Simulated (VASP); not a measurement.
The system is W.

```
W
1.0
    -1.58234    1.58234    1.58234
     1.58234   -1.58234    1.58234
     1.58234    1.58234   -1.58234
W
1
Direct
  0.00000 0.00000 0.00000
```

```yaml
Program: VASP 6.6.1
Task: relaxation of cell and atoms
Functional: PW91
Potentials_or_basis: VASP PAW PBE potentials, release 64 (W_sv)
Cutoff: 600 eV
k_mesh: 12 × 12 × 12
Occupations: fermi-dirac, width 0.05 eV
Spin: no spin polarisation
```

At the start: pressure 7.8 GPa; volume 15.85 Å³/atom.

Problem. Where does the relaxation end?

Solution. Over 4 steps the energy falls by 9.5 meV/atom and the volume is 16.25 Å³/atom (+2.5 %); space group Im-3m (No. 229, to 0.05 Å).

Step by step:
| step | energy change (eV) | largest force (eV/Å) | pressure (GPa) | volume (Å³) |
| --- | --- | --- | --- | --- |
| 1 | 0.0000 | 0.0000 | 7.80 | 15.85 |
| 2 | 0.0931 | 0.0000 | -21.30 | 17.68 |
| 3 | -0.0095 | 0.0000 | -0.26 | 16.26 |
| 4 | -0.0095 | 0.0000 | -0.01 | 16.25 |

Final structure:
```xyz
1
Lattice="-1.5956 1.5956 1.5956 1.5956 -1.5956 1.5956 1.5956 1.5956 -1.5956" Properties=species:S:1:pos:R:3 pbc="T T T"
W     0.0000    0.0000    0.0000
```

Caveat: the PAW data sets were made with another functional, which shifts forces and pressure a little.
